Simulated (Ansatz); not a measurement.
Runs of Ansatz 0.2.0 on InPd. It takes space group Pm-3m (No. 221, cubic). Conventional cell: a = 3.272 Å, b = 3.272 Å, c = 3.272 Å, α = 90.00°, β = 90.00°, γ = 90.00°. Around In (site symmetry m-3m) lie 8 Pd at 2.83 Å. Pd (site symmetry m-3m) has 8 In at 2.83 Å as nearest neighbours. The cell comes from a database or a generator and needn't be the stable form of this composition.

```tsv
level	cutoff (eV)	gap on the mesh (eV)	pressure (GPa)	relaxed volume (Å³/atom)
LDA	420	none	0.0	16.60
PBEsol	420	none	0.0	17.11
RPBE	420	none	0.0	18.59
r2SCAN	500	none	0.0	(a)
BLYP	420	none	0.0	(b)
```

Alike in all rows: task relaxation of cell and atoms; potentials or basis Ansatz PAW; no spin polarisation; cell relaxed; k mesh 8 × 8 × 8; smearing fermi-dirac 0.05 eV.

Q: Fill in the values left out.

A: (a) 17.44; (b) 19.50.

Caveats: the plane-wave basis is chosen anew once the cell has moved, so the energies of steps on either side of that aren't comparable; the PAW data sets come from PBE, with cores solved anew for the run's functional, which leaves a small shift of forces and pressure.

A k mesh can miss the band edges, and the runs leave out spin-orbit coupling on In, Pd.

A gap of «none» marks a metal or a gap under the smearing width.

Runs at the PBE level aren't shown here.
